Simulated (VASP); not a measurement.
# Sb (R-3m) in VASP: further runs

The runs below take Sb through relaxation of cell and atoms, vibrations by finite differences, with PBE+D3(BJ).

Program: VASP 6.6.1. These are calculated values, not measurements. Logs are shortened: lines on timing, memory, paths and dates and some standing lists are left out, and cuts for length are marked.

## Step 1: The crystal as given

Symmetry: R-3m, No. 166, trigonal system. Conventional cell: a = 4.308 Å, b = 4.308 Å, c = 11.274 Å, α = 90.00°, β = 90.00°, γ = 120.00°. Sb (site symmetry 3m) has 3 Sb at 2.91 Å as nearest neighbours.

## Step 2: Relaxation of cell and atoms, PBE+D3(BJ)

INCAR

```
SYSTEM = Sb
ALGO = Fast
EDIFF = 1E-7
EDIFFG = -0.002
ENCUT = 350
GGA = PE
IBRION = 2
ISIF = 3
ISMEAR = 0
IVDW = 12
LASPH = .TRUE.
LCHARG = .FALSE.
LREAL = .FALSE.
LWAVE = .FALSE.
NELM = 100
NSW = 80
PREC = Accurate
SIGMA = 0.02
```

KPOINTS

```
k-points
0
G
  9 9 9
  0 0 0
```

POSCAR

```
Sb
1.0
    2.1542000000      1.2437279500      3.7580000000
   -2.1542000000      1.2437279500      3.7580000000
    0.0000000000     -2.4874559000      3.7580000000
Sb
2
Direct
    0.2334900000      0.2334900000      0.2334900000
    0.7665100000      0.7665100000      0.7665100000
```

Potentials or basis: VASP PAW PBE potentials, release 64 (Sb).

Started as:

```
$ cat potpaw_PBE.64/Sb/POTCAR > POTCAR
$ mpirun -np 1 vasp_std > vasp.out
```

OUTCAR:

```text
SYSTEM = Sb
   EDIFF = 1E-7
   EDIFFG = -0.002
   ENCUT = 350
   GGA = PE
   IBRION = 2
   ISIF = 3
   ISMEAR = 0
   IVDW = 12
   LASPH = .TRUE.
   LREAL = .FALSE.
   NELM = 100
   NSW = 80
   PREC = Accurate
 IVDW          = 12

 ion  position               nearest neighbor table
   1  0.233  0.233  0.233-   2 2.91   2 2.91   2 2.91   2 3.35   2 3.35   2 3.35
   2  0.767  0.767  0.767-   1 2.91   1 2.91   1 2.91   1 3.35   1 3.35   1 3.35

  LATTYP: Found a trigonal (rhomboedric) cell.
 ALAT       =     4.5066618304
 COS(alpha) =     0.5430253623

  Lattice vectors:

 A1 = (   2.1542000000,   1.2437279500,   3.7580000000)
 A2 = (  -2.1542000000,   1.2437279500,   3.7580000000)
 A3 = (   0.0000000000,  -2.4874559000,   3.7580000000)

Analysis of symmetry for initial positions (statically):
=====================================================================
 Subroutine PRICEL returns:
 Original cell was already a primitive cell.

 Routine SETGRP: Setting up the symmetry group for a
 trigonal (rhombohedral) supercell.

 Subroutine GETGRP returns: Found 12 space group operations
 (whereof 12 operations were pure point group operations)
 out of a pool of 12 trial point group operations.

The static configuration has the point symmetry D_3d.

Analysis of symmetry for dynamics (positions and initial velocities):
=====================================================================
 Subroutine PRICEL returns:
 Original cell was already a primitive cell.

 Routine SETGRP: Setting up the symmetry group for a
 trigonal (rhombohedral) supercell.

 Subroutine GETGRP returns: Found 12 space group operations
 (whereof 12 operations were pure point group operations)
 out of a pool of 12 trial point group operations.

The dynamic configuration has the point symmetry D_3d.

 Subroutine INISYM returns: Found 12 space group operations
 (whereof 12 operations are pure point group operations),
 and found     1 'primitive' translations

----------------------------------------------------------------------------------------

                                     Primitive cell

  volume of cell :      60.4115

  direct lattice vectors                    reciprocal lattice vectors
     2.154200000  1.243727950  3.758000000     0.232104726  0.134005726  0.088699663
    -2.154200000  1.243727950  3.758000000    -0.232104726  0.134005726  0.088699663
     0.000000000 -2.487455900  3.758000000     0.000000000 -0.268011452  0.088699663

  length of vectors
     4.506661830  4.506661830  4.506661830     0.282307932  0.282307932  0.282307932

  position of ions in fractional coordinates (direct lattice)
     0.233490000  0.233490000  0.233490000
     0.766510000  0.766510000  0.766510000

  ion indices of the primitive-cell ions
   primitive index   ion index
                 1           1
                 2           2

----------------------------------------------------------------------------------------

 KPOINTS: k-points

Automatic generation of k-mesh.
 Grid dimensions read from file:
 generate k-points for:    9    9    9

 Generating k-lattice:

  Cartesian coordinates                     Fractional coordinates (reciprocal lattice)
     0.025789414  0.014889525  0.009855518     0.111111111 -0.000000000  0.000000000
    -0.025789414  0.014889525  0.009855518    -0.000000000  0.111111111  0.000000000
     0.000000000 -0.029779050  0.009855518     0.000000000  0.000000000  0.111111111

  Length of vectors
     0.031367548  0.031367548  0.031367548

  Shift w.r.t. Gamma in fractional coordinates (k-lattice)
     0.000000000  0.000000000  0.000000000

 Subroutine IBZKPT returns following result:
 ===========================================

 Found     85 irreducible k-points:

 Following reciprocal coordinates:
            Coordinates               Weight
  0.000000  0.000000  0.000000      1.000000
  0.111111  0.000000  0.000000      6.000000
  0.222222  0.000000  0.000000      6.000000
  0.333333  0.000000  0.000000      6.000000
  0.444444  0.000000  0.000000      6.000000
  0.111111  0.111111 -0.000000      6.000000
[... 16 lines left out ...]
 -0.333333  0.333333  0.000000      6.000000
  0.444444  0.444444  0.000000      6.000000
 [... further k-points ...]
   k-points           NKPTS =     85   k-points in BZ     NKDIM =     85   number of bands    NBANDS=      9
   number of dos      NEDOS =    301   number of ions     NIONS =      2
   total plane-waves  NPLWV =  21952
   dimension x,y,z NGX =    28 NGY =   28 NGZ =   28
   dimension x,y,z NGXF=    56 NGYF=   56 NGZF=   56
   ions per type =               2
   NGX,Y,Z   is equivalent  to a cutoff of  10.33, 10.33, 10.33 a.u.
   NGXF,Y,Z  is equivalent  to a cutoff of  20.66, 20.66, 20.66 a.u.
 SYSTEM =  Sb
   PREC   = accura    normal or accurate (medium, high low for compatibility)
   ISTART =      0    job   : 0-new  1-cont  2-samecut
   ICHARG =      2    charge: 1-file 2-atom 10-const
   ISPIN  =      1    spin polarized calculation?
   LNONCOLLINEAR =      F non collinear calculations
   LSORBIT =      F    spin-orbit coupling
   LASPH  =      T    aspherical Exc in radial PAW
   ENCUT  =  350.0 eV  25.72 Ry    5.07 a.u.   6.87  6.87  6.87*2*pi/ulx,y,z
   NELM   =    100;   NELMIN=  2; NELMDL= -5     # of ELM steps
   EDIFF  = 0.1E-06   stopping-criterion for ELM
   LREAL  =      F    real-space projection
   EDIFFG = -.2E-02   stopping-criterion for IOM
   NSW    =     80    number of steps for IOM
   IBRION =      2    ionic relax: 0-MD 1-quasi-New 2-CG
   NFREE  =      1    steps in history (QN), initial steepest desc. (CG)
   ISIF   =      3    stress and relaxation
   ISYM   =      2    0-nonsym 1-usesym 2-fastsym
   POTIM  = 0.5000    time-step for ionic-motion
   TEBEG  =    0.0;   TEEND  =   0.0 temperature during run
   PSTRESS=    0.0 pullay stress
   NELECT =      10.0000    total number of electrons
   NUPDOWN=      -1.0000    fix difference up-down
   EMIN   =  10.00;   EMAX   =-10.00  energy-range for DOS
   EFERMI =   0.00;   METHOD = LEGACY
   ISMEAR =     0;   SIGMA  =   0.02  broadening in eV -4-tet -1-fermi 0-gaus
   EFERMI_NEDOS =   21; number of points for ismear=-14 and -15
   IALGO  =     68    algorithm
   IMIX   =      4    mixing-type and parameters
     AMIX     =   0.40;   BMIX     =  1.00
     AMIX_MAG =   1.60;   BMIX_MAG =  1.00
  volume/ion in A,a.u.               =      30.21       203.84
  Fermi-wavevector in a.u.,A,eV,Ry     =   0.898880  1.698637 10.993305  0.807985
  Thomas-Fermi vector in A             =   2.021644
   LORBIT       =      0    0 simple, 1 ext, 2 COOP (PROOUT), +10 PAW based schemes
   GGA     = PE    functional components
   LHFCALC =     F    Hartree Fock is set to
   AEXX    =    0.0000 exact exchange contribution
   IVDW    =    12    specifies the selected vdW correction
   LEPSILON=     F    determine dielectric tensor
   LRPA    =     F    only Hartree local field effects (RPA)
 conjugate gradient relaxation of ions
 non-spin polarized calculation
 RMM-DIIS sequential band-by-band and
 Gauss-broadening in eV      SIGMA  =   0.02
  energy-cutoff  :      350.00
  volume of cell :       60.41
 maximum number of plane-waves:       930
   NGX = 13   NGY = 13   NGZ = 13

--------------------------------------- Ionic step        1  -------------------------------------------

 number of electron      10.0000000 magnetization

 Free energy of the ion-electron system (eV)
  ---------------------------------------------------
  ext. energy  EPLUGINS =         0.00000000
  ---------------------------------------------------
  free energy    TOTEN  =        -8.25510132 eV

  energy without entropy =       -8.25509727  energy(sigma->0) =       -8.25509930

------------------------ aborting loop because EDIFF is reached ----------------------------------------

 Edisp (eV)   -0.94507

 E8    (eV) :    -0.4410

  FORCE on cell =-STRESS in cart. coord.  units (eV):
  Direction    XX          YY          ZZ          XY          YZ          ZX
  --------------------------------------------------------------------------------------
  -------------------------------------------------------------------------------------
  Total       0.16685     0.16685    -0.06401     0.00000    -0.00000    -0.00000
  in kB       4.42494     4.42494    -1.69749     0.00000    -0.00000    -0.00000
  external pressure =        2.38 kB  Pullay stress =        0.00 kB
[... 97 lines left out ...]
  FREE ENERGIE OF THE ION-ELECTRON SYSTEM (eV)
  ---------------------------------------------------
  free  energy   TOTEN  =        -9.2037226580 eV

  energy  without entropy=       -9.2037213634  energy(sigma->0) =       -9.20372201

[... ionic steps 4 to 14 ...]

--------------------------------------- Ionic step       15  -------------------------------------------

 number of electron      10.0000000 magnetization

------------------------ aborting loop because EDIFF is reached ----------------------------------------

 Edisp (eV)   -0.95686

 E8    (eV) :    -0.4464
[... 69 lines left out ...]
  energy  without entropy=       -9.2076474434  energy(sigma->0) =       -9.20766635

--------------------------------------- Ionic step       17  -------------------------------------------

 number of electron      10.0000000 magnetization

 Free energy of the ion-electron system (eV)
  ---------------------------------------------------
  ext. energy  EPLUGINS =         0.00000000
  ---------------------------------------------------
  free energy    TOTEN  =        -8.25098233 eV

  energy without entropy =       -8.25094461  energy(sigma->0) =       -8.25096347

 E-fermi :   7.3707     XC(G=0):  -9.5915

 val. band max:        7.3424317281   @ k =   0.3333   0.1111   0.1111
 cond. band min:       7.3964012692   @ k =   0.4444   0.0000   0.0000
 fundamental gap:      0.0539695411
 Fermi energy:         7.3707298470

 k-point     1 :       0.0000    0.0000    0.0000
  band No.  band energies     occupation
      1      -5.3347      2.00000
      2       2.6874      2.00000
      3       5.4221      2.00000
      4       5.5689      2.00000
      5       5.5689      2.00000
      6       9.7326      0.00000
      7      10.2126      0.00000
      8      10.2126      0.00000
      9      12.3362      0.00000
[... 265 lines left out ...]
 k-point    24 :       0.4444    0.4444    0.0000
  band No.  band energies     occupation
      1      -3.0760      2.00000
      2      -0.3967      2.00000
      3       2.0203      2.00000
      4       3.6801      2.00000
      5       3.7126      2.00000
      6       9.0539      0.00000
      7      12.3511      0.00000
      8      12.7570      0.00000
      9      14.0277      0.00000

 [... further k-points ...]

------------------------ aborting loop because EDIFF is reached ----------------------------------------

 Edisp (eV)   -0.95670

 E8    (eV) :    -0.4464

  FORCE on cell =-STRESS in cart. coord.  units (eV):
  Direction    XX          YY          ZZ          XY          YZ          ZX
  --------------------------------------------------------------------------------------
  -------------------------------------------------------------------------------------
  Total       0.00065     0.00065     0.00393     0.00000     0.00000     0.00000
  in kB       0.01756     0.01756     0.10557     0.00000     0.00000     0.00000
  external pressure =        0.05 kB  Pullay stress =        0.00 kB
[... 17 lines left out ...]
  FREE ENERGIE OF THE ION-ELECTRON SYSTEM (eV)
  ---------------------------------------------------
  free  energy   TOTEN  =        -9.2076861138 eV

  energy  without entropy=       -9.2076483918  energy(sigma->0) =       -9.20766725

 reached required accuracy - stopping structural energy minimisation
```

Run time: 2.3 min. Hardware: 1 thread of Intel Xeon Platinum 8488C (Sapphire Rapids), shared host; peak memory 0.18 GiB.

What came out:

| Quantity | Value |
| --- | --- |
| Free energy | -9.2077 eV |
| Relaxed volume | 29.85 Å³/atom |
| Relaxed cell | a = 4.451 Å, b = 4.451 Å, c = 4.451 Å, α = 58.15°, β = 58.15°, γ = 58.15° |
| Space group after relaxing (to 0.05 Å) | R-3m (No. 166) |
| Energy gained by relaxing | 3.8 meV/atom |
| Ionic steps | 17 |
| Pressure after relaxing | 0.0 GPa |
| Band gap on the k mesh | 0.05 eV, indirect (least direct gap 0.44 eV) |
| Dispersion energy per atom | -0.478 eV |

Step by step:
```
step  energy change (eV)  largest force (eV/Å)  pressure (GPa)  volume (Å³)
   1              0.0000                0.2150            0.24        60.41
   2             -0.0034                0.0785           -0.46        60.80
   3             -0.0035                0.0471           -0.62        60.90
   4             -0.0063                0.0212           -0.33        60.34
   5             -0.0074                0.0040            0.00        59.74
   6             -0.0074                0.0069            0.05        59.67
   7             -0.0075                0.0091            0.00        59.70
   8             -0.0075                0.0127           -0.08        59.75
   9             -0.0075                0.0111           -0.03        59.72
  10             -0.0075                0.0012            0.03        59.67
  11             -0.0075                0.0030            0.02        59.68
  12             -0.0075                0.0036            0.01        59.68
  13             -0.0075                0.0041            0.01        59.69
  14             -0.0075                0.0038            0.01        59.69
  15             -0.0075                0.0027            0.00        59.70
  16             -0.0075                0.0014           -0.01        59.71
  17             -0.0075                0.0011            0.00        59.71
```

Final structure:
```xyz
2
Lattice="2.1630 1.2488 3.6840 -2.1630 1.2488 3.6840 0.0000 -2.4976 3.6840" Properties=species:S:1:pos:R:3 pbc="T T T"
Sb    0.0000    0.0000    2.6097
Sb    0.0000    0.0000    8.4422
```

Levels at points of the mesh, in eV from the valence-band top:
| k point | band 3 | band 4 | band 5 | band 6 | band 7 | band 8 |
| --- | --- | --- | --- | --- | --- | --- |
| (0.00, 0.00, 0.00) | -1.92 | -1.77 | -1.77 | 2.39 | 2.87 | 2.87 |

Caveat: spin-orbit coupling is left out, which moves the levels of the heavy elements; an odd mesh through Γ misses points on the zone boundary, where band edges often lie.

## Step 3: Relaxation of cell and atoms, PBE+D3(BJ)

This run uses another cell than the first one, of 29.85 Å³/atom, 0.988 times its volume.

INCAR is that of step 2.

KPOINTS is that of step 2.

POSCAR

```
Sb                                      
1.0
    2.1630283011      1.2488249720      3.6839638267
   -2.1630283011      1.2488249720      3.6839638267
   -0.0000000000     -2.4976499440      3.6839638267
  Sb            
     2
Direct
     0.2361306927812198    0.2361306927812198    0.2361306927812198
     0.7638693072187802    0.7638693072187802    0.7638693072187802
```

Potentials or basis: VASP PAW PBE potentials, release 64 (Sb).

Started as:

```
$ cat potpaw_PBE.64/Sb/POTCAR > POTCAR
$ mpirun -np 1 vasp_std > vasp.out
```

Wall time 19 s (1 thread of Intel Xeon Platinum 8488C (Sapphire Rapids), shared host); peak memory 0.17 GiB.

The run converged. Its results:

- Free energy: -9.2076 eV
- Pressure after relaxing: 0.0 GPa
- Band gap on the k mesh: 0.05 eV, indirect (least direct gap 0.44 eV)
- Dispersion energy per atom: -0.478 eV

Final structure:
```yaml
crystal:
  lattice:
    - [2.16303, 1.24882, 3.68396]
    - [-2.16303, 1.24882, 3.68396]
    - [0.00000, -2.49765, 3.68396]
  atoms:
    - { symbol: Sb, position: [0.23613, 0.23613, 0.23613] }
    - { symbol: Sb, position: [0.76387, 0.76387, 0.76387] }
```

Levels at points of the mesh, in eV from the valence-band top:
```csv
k point,band 1,band 2,band 3,band 4,band 5,band 6,band 7,band 8,band 9
"(0.00, 0.00, 0.00)",-12.68,-4.65,-1.92,-1.77,-1.77,2.39,2.87,2.87,4.99
```

Caveat: the relaxation stopped at its first step, so nothing moved; spin-orbit coupling is left out, which moves the levels of the heavy elements; an odd mesh through Γ misses points on the zone boundary, where band edges often lie.

## Step 4: Vibrations by finite differences, PBE+D3(BJ)

This run uses another cell than the first one, of 29.85 Å³/atom, 0.988 times its volume.

INCAR

```
PREC     = Accurate       # precision mode
ENCUT    = 350            # plane-wave cutoff, eV
EDIFF    = 1E-8           # SCF threshold, eV
ISMEAR   = 0              # smearing method
SIGMA    = 0.02           # smearing width, eV
LREAL    = False          # projectors in reciprocal space
LASPH    = True           # aspherical terms in the spheres
NELM     = 100            # most SCF steps
ALGO     = Fast           # electronic algorithm
ISIF     = 2              # what is computed and relaxed
LWAVE    = False          # write WAVECAR
LCHARG   = False          # write CHGCAR
GGA      = PE             # functional
IVDW     = 12             # dispersion correction
NBANDS   = 12             # bands
IBRION   = 6              # ionic algorithm
NFREE    = 2            
POTIM    = 0.015          # step
NSW      = 1              # ionic steps
```

KPOINTS

```
Automatic mesh
0
Gamma
  9 9 9
```

POSCAR

```
Sb                                      
1.0
    2.1630283011      1.2488249720      3.6839638267
   -2.1630283011      1.2488249720      3.6839638267
    0.0000000000     -2.4976499440      3.6839638267
  Sb            
     2
Direct
     0.2361306927812166    0.2361306927812166    0.2361306927812166
     0.7638693072187834    0.7638693072187834    0.7638693072187834
```

Started as:

```
$ cat potpaw_PBE.64/Sb/POTCAR > POTCAR
$ mpirun -np 1 vasp_std > vasp.out
```

Run time: 2.8 min. Hardware: 1 thread of Intel Xeon Platinum 8488C (Sapphire Rapids), shared host; peak memory 0.33 GiB.

Results (log left out):

```yaml
Highest_phonon_frequency_at_Γ: 144 cm⁻¹
Dispersion_energy_per_atom: -0.478 eV
```

Phonon frequencies in cm⁻¹ (negative: imaginary):
```csv
q point,frequencies
"(0.000, 0.000, 0.000)",0 0 0 92 92 144
```
